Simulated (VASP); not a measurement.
# MoS₂: layer in an electric field

MoS₂, sheet, 3 atoms in the cell. SCAN; PAW potentials Mo_sv, S (PBE set).

Vacuum (Å): 10; k-point spacing in the plane (1/Å): 0.25; In-plane mesh in multiples of three: yes; Starting cell: layer relaxed first with the same functional; Layers: 1; Field step (eV/Å): 0.1.

## Input

INCAR.step1:
```
PREC = Accurate
ENCUT = 340
EDIFF = 1E-7
ISMEAR = 0
SIGMA = 0.02
LREAL = False
LASPH = True
ALGO = Normal
NELM = 150
LWAVE = False
LCHARG = False
METAGGA = SCAN
LMIXTAU = True
KPAR = 4
LDIPOL = True
IDIPOL = 3
DIPOL = 0.5 0.5 0.5
AMIN = 0.01
EFIELD = -0.4
```

INCAR.step2, as INCAR.step1 but for:
```
- EFIELD = -0.4
+ EFIELD = -0.2
```

INCAR.step3 changes the same tag again: EFIELD = -0.1.

INCAR.step4, as INCAR.step3 but for:
```
- EFIELD = -0.1
```

INCAR.step5 to INCAR.step7 change the same tag again: EFIELD = 0.1, 0.2, 0.4.

KPOINTS:
```
Automatic mesh
0
Gamma
  12 12 1
  0 0 0
```

POSCAR:
```
MoS2
1.0
    3.1739772104      0.0000000000      0.0000000000
   -1.5869886052      2.7487448952      0.0000000000
    0.0000000000      0.0000000000     13.1036009985
Mo S
1 2
Direct
    0.0000000000      1.0000000000      0.5000000000
    0.3333333334      0.6666666666      0.6184254999
    0.3333333334      0.6666666666      0.3815745001
```

Commands (each step's output is kept before the next begins):
```
cat potpaw_PBE.64/Mo_sv/POTCAR potpaw_PBE.64/S/POTCAR > POTCAR
cp INCAR.step1 INCAR
mpirun -np 4 vasp_std > vasp.out
rm WAVECAR CHG
cp INCAR.step2 INCAR
mpirun -np 4 vasp_std > vasp.out
rm WAVECAR CHG
cp INCAR.step3 INCAR
mpirun -np 4 vasp_std > vasp.out
rm WAVECAR CHG
cp INCAR.step4 INCAR
mpirun -np 4 vasp_std > vasp.out
rm WAVECAR CHG
cp INCAR.step5 INCAR
mpirun -np 4 vasp_std > vasp.out
rm WAVECAR CHG
cp INCAR.step6 INCAR
mpirun -np 4 vasp_std > vasp.out
rm WAVECAR CHG
cp INCAR.step7 INCAR
mpirun -np 4 vasp_std > vasp.out
```

## Result

- Polarisability along the normal (Å³ per cell): 3.49
- 4 pi alpha over area (Å): 5.03

Field series:

| EFIELD (eV/Å) | dipole along z (e Å, as printed) | gap on the mesh (eV) |
|---|---|---|
| -0.400 | -0.0971 | 1.747 |
| -0.200 | -0.0485 | 1.748 |
| -0.100 | -0.0243 | 1.748 |
| 0.000 | -0.0000 | 1.748 |
| 0.100 | 0.0243 | 1.748 |
| 0.200 | 0.0485 | 1.748 |
| 0.400 | 0.0971 | 1.747 |

Limits: In strong fields electrons can gather in the vacuum; the last points may hold such a state.

VASP 6.6.1 took 242 s on 4 cores (Intel Xeon 6975P-C (Granite Rapids)), a shared host.
